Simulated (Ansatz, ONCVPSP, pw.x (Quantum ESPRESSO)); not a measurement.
# What a changed setting does to a pw.x run (bcc Rh)

Potential: optimised norm-conserving Vanderbilt (ONCV), ONCVPSP 4.0.1.1 (patched build), PBE; core [Ar] 3d10, reference 4s2 4p6 4d7 5s2; waves: 4s+5s: rc 1.85 bohr, ncon 4, nbas 9, qcut 5.2 1/bohr, 4 projectors, debl 2.3 Ha; 4p: rc 1.45 bohr, ncon 3, nbas 6, qcut 7.5 1/bohr, 1 projector; 4d: rc 2.20 bohr, ncon 4, nbas 9, qcut 8.2 1/bohr, 2 projectors, debl 3.2 Ha; local part: polynomial inside 1.30 bohr (lpopt 5, dvloc0 2 Ha); core correction: Teter function, fcfact 2.75, rcfact 1.1.

The reference run (k-mesh 15³, cutoffs 60/240 Ry, Fermi–Dirac 0.01 Ry, mixing_beta 0.4, conv_thr 1e-9, no spin) gives 0.41 GPa at 14.536 Å³/atom, where all-electron LAPW gives -0.18 GPa. This run, with its own iteration cap, changes conv_thr to 1e-12.

```
&control
  calculation='scf', prefix='x', pseudo_dir='./', outdir='./tmp', tstress=.true., disk_io='none'
/
&system
  ibrav=0, nat=1, ntyp=1, ecutwfc=60, ecutrho=240, nbnd=17,
  occupations='smearing', smearing='fd', degauss=0.01
/
&electrons
  conv_thr=1e-12, mixing_beta=0.4, electron_maxstep=70
/
ATOMIC_SPECIES
Rh 1.0 Rh.UPF
CELL_PARAMETERS angstrom
  -1.53742867 1.53742867 1.53742867
  1.53742867 -1.53742867 1.53742867
  1.53742867 1.53742867 -1.53742867
ATOMIC_POSITIONS crystal
Rh 0.0000 0.0000 0.0000
K_POINTS automatic
15 15 15 0 0 0
```

```bash
pw.x < Rh.scf.in > Rh.scf.out
```

Problem. How does the run end?

Solution. It converges in 9 iterations; the free energy moves by +0.0 meV/atom and the pressure by +0.00 GPa. The result is that of the reference run.

```
Message from routine setup:
     using ibrav=0 with symmetry is DISCOURAGED, use correct ibrav instead
     lattice parameter (alat)  =       5.0322  a.u.
     unit-cell volume          =      98.0938 (a.u.)^3
     number of electrons       =        17.00
     number of Kohn-Sham states=           17
     kinetic-energy cutoff     =      60.0000  Ry
     charge density cutoff     =     240.0000  Ry
     scf convergence threshold =      1.0E-12
     Exchange-correlation= PBE
     number of k points=   120  Fermi-Dirac smearing, width (Ry)=  0.0100
     iteration #  1     ecut=    60.00 Ry     beta= 0.40
     total energy              =    -224.66673849 Ry
     estimated scf accuracy    <       0.00176731 Ry
     iteration #  2     ecut=    60.00 Ry     beta= 0.40
     total energy              =    -224.66665562 Ry
     estimated scf accuracy    <       0.00050974 Ry
     iteration #  3     ecut=    60.00 Ry     beta= 0.40
     total energy              =    -224.66668020 Ry
     estimated scf accuracy    <       0.00001438 Ry
     iteration #  4     ecut=    60.00 Ry     beta= 0.40
     total energy              =    -224.66668177 Ry
     estimated scf accuracy    <       0.00000110 Ry
     iteration #  5     ecut=    60.00 Ry     beta= 0.40
     total energy              =    -224.66668183 Ry
     estimated scf accuracy    <       0.00000003 Ry
     iteration #  6     ecut=    60.00 Ry     beta= 0.40
     total energy              =    -224.66668184 Ry
     estimated scf accuracy    <          2.8E-09 Ry
     iteration #  7     ecut=    60.00 Ry     beta= 0.40
     total energy              =    -224.66668184 Ry
     estimated scf accuracy    <          2.3E-11 Ry
     iteration #  8     ecut=    60.00 Ry     beta= 0.40
     total energy              =    -224.66668184 Ry
     estimated scf accuracy    <          5.4E-12 Ry
     iteration #  9     ecut=    60.00 Ry     beta= 0.40
     the Fermi energy is    20.9132 ev
!    total energy              =    -224.66668184 Ry
     estimated scf accuracy    <          3.8E-13 Ry
     smearing contrib. (-TS)   =      -0.00977286 Ry
     The total energy is F=E-TS. E is the sum of the following terms:
     one-electron contribution =     -57.54734923 Ry
     hartree contribution      =      40.04916413 Ry
     xc contribution           =     -26.15649611 Ry
     ewald contribution        =    -181.00222778 Ry
     convergence has been achieved in   9 iterations
          total   stress  (Ry/bohr**3)                   (kbar)     P=        4.10
     Message from routine punch:
     Nothing written, as per user request (disk_io='none')
```

The run took about 14 s on one core of a shared host (Neoverse-V2, 48 threads, 185 GiB, load 20).
